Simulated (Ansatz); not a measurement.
Below is a relaxed structure of TiTe₂. The cell was found from a structure generator's guess, not taken from experiment.

These are results of DFT PBE, scalar-relativistic, plane waves, PAW (Ansatz 0.2.0), not measurements. Cutoff 420 eV, Γ-centred mesh, Gaussian smearing, no spin polarisation.

```cif
data_structure
_symmetry_space_group_name_H-M 'P 1'
_symmetry_Int_Tables_number 1
_cell_length_a 5.9856
_cell_length_b 5.9856
_cell_length_c 5.9856
_cell_angle_alpha 90.000
_cell_angle_beta 90.000
_cell_angle_gamma 90.000
_cell_volume 214.44
loop_
_atom_site_label
_atom_site_type_symbol
_atom_site_fract_x
_atom_site_fract_y
_atom_site_fract_z
_atom_site_occupancy
Ti1 Ti 0.00000 0.00000 0.00000 1
Ti2 Ti 0.50000 0.50000 0.50000 1
Te1 Te 0.25000 0.75000 0.25000 1
Te2 Te 0.75000 0.25000 0.25000 1
Te3 Te 0.75000 0.75000 0.75000 1
Te4 Te 0.25000 0.25000 0.75000 1
```

The zero of energy is the elements' standard structures at the same level; no fitted shifts are applied.

Task: Find its symmetry and describe it.

Result: Pn-3m (No. 224), the anti-cuprite type. Conventional cell: a = 5.986 Å. Ti has 4 Te at 2.59 Å; Te is surrounded by 2 Ti at 2.59 Å.

Task: What is its formation energy per atom?

Result: −0.24 eV/atom.

Task: Is it a metal?

Result: There is no gap on the 6×6×6 mesh, but valence and conduction bands overlap by only 0.02 eV, so at this level it is a semimetal.

The last run used a 6×6×6 mesh for its 6-atom cell and Gaussian smearing of 0.10 eV. Spin–orbit coupling, which can matter for Te, is left out. The zero gap may come from the functional, which often closes small gaps, or the cell may be a true semimetal. The reference form of Te is held partly by dispersion forces, which this level lacks. A structure relaxed within its symmetry needn't be a true minimum. Another cell of TiTe2 relaxed alike, in P-3m1 (a cell as deposited in COD), lies 0.46 eV/atom lower, so this cell isn't the stable form at this level.
